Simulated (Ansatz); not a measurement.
ZnCu:

```
CELL_PARAMETERS angstrom
2.94500 0.00000 0.00000
0.00000 2.94500 0.00000
0.00000 0.00000 2.94500
ATOMIC_POSITIONS crystal
Zn 0.50000 0.50000 0.50000
Cu 0.00000 0.00000 0.00000
```

* Program: Ansatz 0.2.0
* Task: single point
* Functional: PBEsol
* Potentials or basis: all-electron LAPW, scalar-relativistic
* Cutoff: 295 eV (chosen from the basis error)
* Basis error allowed: 0.001 eV/atom
* k mesh: 9 × 9 × 9
* Occupations: fermi-dirac, width 0.05 eV
* Spin: no spin polarisation

On this cell: pressure -4.5 GPa; largest force zero by symmetry; band gap on the k mesh none (metal or under the smearing width).

The same run follows on a disturbed copy (atoms moved at random, drawn with an rms of 0.05 Å):

```
Zn Cu
1.0
     2.94500    0.00000    0.00000
     0.00000    2.94500    0.00000
     0.00000    0.00000    2.94500
Zn Cu
1 1
Direct
  0.51110 0.50424 0.49528
  0.97717 0.99097 0.00355
```

Q: What changes?

A: The energy (extrapolated to zero smearing) moves by +13.7 meV/atom; pressure -3.8 GPa; largest force 0.499 eV/Å; band gap on the k mesh none (metal or under the smearing width).

Forces in eV/Å, atoms in the order of the input:
```
Zn  -0.450 -0.183  0.114
Cu   0.450  0.183 -0.114
```

Stress tensor (GPa, compression positive):
```
-4.09  0.42 -0.27
 0.42 -3.65 -0.11
-0.27 -0.11 -3.60
```
